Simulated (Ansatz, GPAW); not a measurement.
Given: the input of a run of Ansatz 0.2.0 on TaN. The cell comes from a database or a generator and needn't be the stable form of this composition.

Contents of input.yaml:

```yaml
crystal:
  lattice:
    - [0.0, 2.211323, 2.211323]
    - [2.211323, 0.0, 2.211323]
    - [2.211323, 2.211323, 0.0]
  atoms:
    - { symbol: Ta, position: [0.5, 0.5, 0.5] }
    - { symbol: "N", position: [0.0, 0.0, 0.0] }
hamiltonian:
  xc: pbe
  pseudopotentials: { kind: paw }
kpoints:
  mp_grid: { grid: [10, 10, 10] }
scf:
  occupations: { method: gaussian, width: 0.02 }
output:
  forces: true
  stress: true
  eigenvalues: true
  write_density: true
  write_potential: true
  elf: true
  volumetric_format: npy
```

Potentials or basis: Ansatz PAW.

The run is started by

```sh
$ ansatz run input.yaml --threads 2 --pin off --max-ram 5632MiB --backend cpu --events-out ev --progress --plain --runs-dir out
```

**Question.** Set up the same calculation for GPAW 26.7.0 (ASE script). Potentials or basis there: GPAW PAW data sets (gpaw-data 1.2.1), cutoff 800 eV.

**Answer.** As run (cutoffs and basis follow the program's own potentials, and thresholds, step limits or extra output files can differ):

The input run.py:

```python
from ase.dft.bandgap import bandgap
from ase.io import read, write
from ase.units import GPa
from gpaw import GPAW, PW

atoms = read('POSCAR')

calc = GPAW(mode=PW(800),
            xc='PBE',
            kpts={'size': (10, 10, 10), 'gamma': True},
            occupations={'name': 'methfessel-paxton', 'order': 0, 'width': 0.02},
            nbands=19,
            convergence={'density': 1e-05, 'energy': 1e-05},
            maxiter=150,
            txt='gpaw.txt')
atoms.calc = calc
energy = atoms.get_potential_energy()
forces = atoms.get_forces()
stress = atoms.get_stress()
calc.write('gs.gpw')
write('result.traj', atoms)
print(f'Energy: {energy:.6f} eV')
print('Forces (eV/A):')
print(forces.round(4))
print('Stress (GPa):', (stress / GPa).round(3))
print('Fermi level:', round(calc.get_fermi_level(), 4), 'eV')
print(f'Gap: {bandgap(calc)[0]:.4f} eV, direct: {bandgap(calc, direct=True)[0]:.4f} eV')
```

POSCAR

```
TaN
1.0
    0.0000000000      2.2113230000      2.2113230000
    2.2113230000      0.0000000000      2.2113230000
    2.2113230000      2.2113230000      0.0000000000
Ta N
1 1
Direct
    0.5000000000      0.5000000000      0.5000000000
    0.0000000000      0.0000000000      0.0000000000
```

Potentials or basis: GPAW PAW data sets (gpaw-data 1.2.1), pw.

Launch:

```console
$ OMP_NUM_THREADS=1 python run.py
```

Both were run:

|  | Ansatz | GPAW |
| --- | --- | --- |
| Pressure | -1.4 GPa | -1.6 GPa |

Ansatz's pressure holds a Pulay term of +0.49 GPa for its cutoff of 420 eV, which the other run lacks.

Where Ansatz's input types no cutoff or centring, it takes its own default and a Γ-centred mesh.

Pressure is positive in compression.
